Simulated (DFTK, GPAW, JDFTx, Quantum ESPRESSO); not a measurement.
## Programs and potentials compared: the equilibrium volume of 10 crystals

The same calculation (PBEsol, Γ-centred k mesh with a spacing near 0.25 Å⁻¹, Fermi-Dirac smearing of 0.05 eV, no spin-orbit coupling) was run on each cell with:

- A: JDFTx, PseudoDojo-SR-PBEsol-0.4.1-standard with smoothed tails, cutoffs 544 to 1306 eV
- B: GPAW, PAW data sets generated for this functional, cutoffs 600 to 800 eV
- C: DFTK, dojo.nc.sr.pbesol.v0_4_1.standard.upf (PBEsol), cutoffs 707 to 1306 eV
- D: Quantum ESPRESSO, GBRV 1.5 PBEsol, cutoffs 612 to 762 eV

Volumes are energy minima over scaled cells at fixed shape and fractions. Not every cell is the stable form of its formula. Spin polarisation and spin-orbit coupling are off unless named. Started with parallel moments: CoAl.

| crystal | A (Å³/atom) | B (Å³/atom) | C (Å³/atom) | D (Å³/atom) |
| --- | --- | --- | --- | --- |
| MgB2 (P6/mmm, 3 atoms) | 9.512 | ? | 9.511 | 9.495 |
| KTaO3 (Pm-3m) | 12.583 | 12.691 | 12.583 | 12.693 |
| ZrB2 (P6/mmm, 3 atoms) | 10.094 | 10.054 | 10.094 | 10.080 |
| C (Fd-3m) | 5.633 | 5.616 | 5.633 | 5.616 |
| HgTe (F-43m) | 34.550 | 34.498 | 34.549 | 34.781 |
| Hf (P6_3/mmc, 2 atoms) | 21.650 | ? | 21.650 | 21.649 |
| KF (Fm-3m) | 18.634 | 18.702 | 18.634 | 18.681 |
| HfC (Fm-3m) | 12.248 | 12.306 | 12.248 | 12.259 |
| Al (Fm-3m) | 16.180 | ? | 16.177 | 16.187 |
| CoAl (Pm-3m) | 11.248 | 11.331 | 11.247 | 11.235 |

Task: Estimate what B gave in the places left open.

Result: In the rows shown B lies +0.28 % from the mean of the other plane-wave columns in the median. The runs gave MgB2 9.498 Å³/atom (-0.08 %); Hf 21.664 Å³/atom (+0.07 %); Al 16.237 Å³/atom (+0.34 %). The figures use the values as printed, and the reference carries errors of its own.
